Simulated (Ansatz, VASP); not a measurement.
**One calculation of Rb, two programs**

```xyz
4
Lattice="5.0135 0.0000 0.0000 0.0000 4.5356 0.0000 0.0000 0.0000 15.4776" Properties=species:S:1:pos:R:3 pbc="T T T"
Rb    1.2942    1.1339   13.6054
Rb    1.2126    3.4017    5.8666
Rb    3.8009    1.1339    9.6109
Rb    3.7194    3.4017    1.8721
```

Alike in both runs: functional PBEsol; k mesh 4 × 4 × 2; occupations gaussian, width 0.1 eV; no spin polarisation.

Ansatz relaxed the structure, and its values are those at the end. VASP's run is a single point on that final structure, the one shown.

```csv
,VASP,Ansatz
version,VASP 6.6.1,Ansatz 0.2.0
potentials or method,"VASP PAW PBE potentials, release 64 (Rb_sv)","scalar-relativistic, plane waves, PAW"
plane-wave cutoff (eV),520,420
valence electrons in the cell,36,36
```

|  | VASP | Ansatz | Ansatz less VASP |
| --- | --- | --- | --- |
| gap on the k mesh at the Fermi level (eV) | none | none | - |
| pressure (GPa) | 0.0 | 0.0 | 0.00 |
| rms of the force components (eV/Å) | 0.010 | 0.010 | -0.0006 |

A gap of «none» marks a metal or a gap that the smearing closes. With one functional, cell and mesh, what is left measures potentials, basis and numerics.

Caveats: the PAW data sets were made with another functional, which shifts forces and pressure a little (VASP).
